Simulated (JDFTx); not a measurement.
# GaAs: equation of state with PBEsol

GaAs:

```
As Ga
1.0
     0.00000    2.82685    2.82685
     2.82685    0.00000    2.82685
     2.82685    2.82685    0.00000
As Ga
1 1
Cartesian
  4.2403 4.2403 4.2403
  0.0000 0.0000 0.0000
```

* Program: JDFTx 1.7.0 (patched build)
* Task: equation of state
* Functional: PBEsol
* Potentials or basis: PseudoDojo-SR-PBEsol-0.4.1-standard with smoothed tails
* Cutoff: 1143 eV
* Density cutoff: 9143 eV
* k mesh: 8 × 8 × 8
* Occupations: fermi-dirac, width 0.05 eV
* Spin: no spin polarisation

```json
{
 "Equilibrium volume": "22.68 Å³/atom",
 "Bulk modulus": "69 GPa",
 "Pressure derivative of the bulk modulus": "4.9"
}
```

Energy against volume, from the lowest point:
```
volume (Å³/atom)  energy (meV/atom)
          21.234              22.40
          21.686              10.12
          22.138               2.84
          22.590               0.00
          23.041               1.14
          23.493               5.82
          23.945              13.59
```

Zero-point motion and thermal expansion aren't in these numbers.
